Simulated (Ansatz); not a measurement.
ZrC:

```
CELL_PARAMETERS angstrom
3.39148 0.00000 0.00000
-1.69574 2.93710 0.00000
0.00000 0.00000 5.29005
ATOMIC_POSITIONS crystal
Zr 0.66667 0.33333 0.75000
Zr 0.33333 0.66667 0.25000
C 0.00000 0.00000 0.50000
C 0.00000 0.00000 0.00000
```

The cell comes from a database or a generator and needn't be the stable form of this composition.

Base run:

* Program: Ansatz 0.2.0
* Functional: LDA
* Potentials or basis: all-electron LAPW, scalar-relativistic
* Cutoff: 234 eV
* Density cutoff: 935 eV
* Basis error allowed: 0.002 eV/atom
* k mesh: 9 × 9 × 5
* Occupations: fermi-dirac, width 0.05 eV
* Spin: no spin polarisation

Its results: pressure -11.7 GPa.

**Question.** The run is repeated on the same cell with these changes: functional from LDA to PBEsol. What comes out?

**Answer.** Pressure -7.8 GPa.

PBEsol binds less tightly than LDA, so the same cell stands under more pressure.

Not every run made on this cell is shown here.
